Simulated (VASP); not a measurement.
# GaSb: molecular dynamics with a thermostat

GaSb, F-43m (no. 216), 8 atoms in the cell. PBE, molecular dynamics; PAW potentials Sb, Ga (PBE set).

Ensemble: NVT; Target temperature (K): 600.

## Input

INCAR:
```
SYSTEM = GaSb
  ALGO = Normal
  ANDERSEN_PROB = 0.05
  EDIFF = 1E-5
  ENCUT = 200
  GGA = PE
  IBRION = 0
  ISIF = 2
  ISMEAR = 0
  ISYM = 0
  KPAR = 2
  LASPH = .True.
  LCHARG = .False.
  LREAL = Auto
  LWAVE = .False.
  MDALGO = 1
  NELM = 60
  NELMIN = 4
  NSW = 80
  POTIM = 3.0
  PREC = Normal
  RANDOM_SEED = 377602 0 0
  SIGMA = 0.05
  TEBEG = 600
  TEEND = 600
```

KPOINTS:
```
k-points
0
Monkhorst-Pack
  2 2 2
```

POSCAR:
```
GaSb
1.0
    6.1180000000      0.0000000000      0.0000000000
    0.0000000000      6.1180000000      0.0000000000
    0.0000000000      0.0000000000      6.1180000000
Sb Ga
4 4
Direct
    0.2500000000      0.2500000000      0.2500000000
    0.2500000000      0.7500000000      0.7500000000
    0.7500000000      0.2500000000      0.7500000000
    0.7500000000      0.7500000000      0.2500000000
    0.0000000000      0.0000000000      0.0000000000
    0.0000000000      0.5000000000      0.5000000000
    0.5000000000      0.0000000000      0.5000000000
    0.5000000000      0.5000000000      0.0000000000
```

Commands:
```
cat potpaw_PBE.64/Sb/POTCAR potpaw_PBE.64/Ga/POTCAR > POTCAR
mpirun -np 2 vasp_std > vasp.out
```

## Result

- Mean temperature (K): 452
- Rise of the mean potential energy above the start (meV/atom): 42.3
- Electronic steps per ionic step after the first: 4.0

Course of the run:

| Time (fs) | Temperature (K) | Potential energy less the first (meV/atom) |
|---|---|---|
| 3 | 600 | 0.0 |
| 21 | 383 | 24.6 |
| 39 | 109 | 54.8 |
| 57 | 450 | 40.5 |
| 75 | 443 | 28.0 |
| 93 | 238 | 47.9 |
| 111 | 706 | 43.4 |
| 132 | 514 | 50.0 |
| 150 | 426 | 54.7 |
| 168 | 618 | 46.6 |
| 186 | 529 | 46.9 |
| 204 | 576 | 39.3 |
| 222 | 429 | 45.1 |
| 240 | 338 | 60.3 |

REPORT:
```
MDALGO =   1
         ANDERSEN_PROB =  0.05000000
               SCALING =       0
                 CNEXP =     9.000   14.000
           RANDOM_SEED =            377602                0                0

   original number of atomic DOF:         21
   number of independent constraints:      0
   number of active DOF:                  21

========================================
         MD step No.       1
========================================

  Atomic velocities initialized by STEP_tb

  >Energies
                    E_tot             E_pot             E_kin               EPS                ES
   e_b>   -0.28186225E+02   -0.28729120E+02    0.54289529E+00    0.00000000E+00    0.00000000E+00

  >Temperature
               T_sim     T_inst
   tmprt>    600.000    600.000

  >Thermostat, num. of collisions:                0

           RANDOM_SEED =            377602              102                0

[... steps left out ...]

========================================
         MD step No.      80
========================================

  >Energies
                    E_tot             E_pot             E_kin               EPS                ES
   e_b>   -0.27940909E+02   -0.28247040E+02    0.30613157E+00    0.00000000E+00    0.00000000E+00

  >Temperature
               T_sim     T_inst
   tmprt>    600.000    338.332

  >Thermostat, num. of collisions:                1

           RANDOM_SEED =            377602             5000                0
```

OSZICAR:
```
N       E                     dE             d eps       ncg     rms          rms(c)
DAV:   1     0.712261000701E+02    0.71226E+02   -0.63355E+03   168   0.572E+02
DAV:   2    -0.236022772001E+02   -0.94828E+02   -0.89191E+02   212   0.126E+02
DAV:   3    -0.289533864977E+02   -0.53511E+01   -0.52736E+01   203   0.324E+01
DAV:   4    -0.290333032968E+02   -0.79917E-01   -0.79796E-01   183   0.436E+00
DAV:   5    -0.290354443699E+02   -0.21411E-02   -0.21394E-02   216   0.629E-01    0.824E+00
DAV:   6    -0.288124707924E+02    0.22297E+00   -0.16604E-01   198   0.190E+00    0.512E+00
DAV:   7    -0.287241028176E+02    0.88368E-01   -0.27035E-01   208   0.259E+00    0.458E-01
DAV:   8    -0.287270979792E+02   -0.29952E-02   -0.16176E-02   198   0.594E-01    0.191E-01
DAV:   9    -0.287291741925E+02   -0.20762E-02   -0.40849E-03   193   0.304E-01    0.119E-01
DAV:  10    -0.287290569868E+02    0.11721E-03   -0.15882E-04   198   0.628E-02    0.664E-02
DAV:  11    -0.287291147392E+02   -0.57752E-04   -0.17763E-04   178   0.612E-02    0.686E-03
DAV:  12    -0.287291200895E+02   -0.53503E-05   -0.64830E-06   144   0.128E-02
[... left out ...]
     77 T=   431. E= -.27931820E+02 F= -.28322113E+02 E0= -.28322113E+02  EK= 0.39029E+00 SP= 0.00E+00 SK= 0.00E+00
     79 T=   378. E= -.27931683E+02 F= -.28273369E+02 E0= -.28273369E+02  EK= 0.34169E+00 SP= 0.00E+00 SK= 0.00E+00
[... last step whole ...]
       N       E                     dE             d eps       ncg     rms          rms(c)
DAV:   1    -0.282470367677E+02    0.26332E-01   -0.70085E-06   129   0.786E-01    0.813E-03
DAV:   2    -0.282470404706E+02   -0.37029E-05   -0.48772E-05   198   0.277E-02    0.261E-03
DAV:   3    -0.282470403746E+02    0.95920E-07   -0.61131E-07   119   0.469E-03    0.221E-03
DAV:   4    -0.282470403108E+02    0.63835E-07   -0.21254E-07   114   0.223E-03
     80 T=   338. E= -.27940909E+02 F= -.28247040E+02 E0= -.28247040E+02  EK= 0.30613E+00 SP= 0.00E+00 SK= 0.00E+00
```

Limits: 240 fs of 8 atoms are too short for converged averages.

VASP 6.6.1 took 302 s on 2 cores (Intel Xeon Platinum 8259CL @ 2.50GHz (Skylake/Cascade Lake)), a shared host.
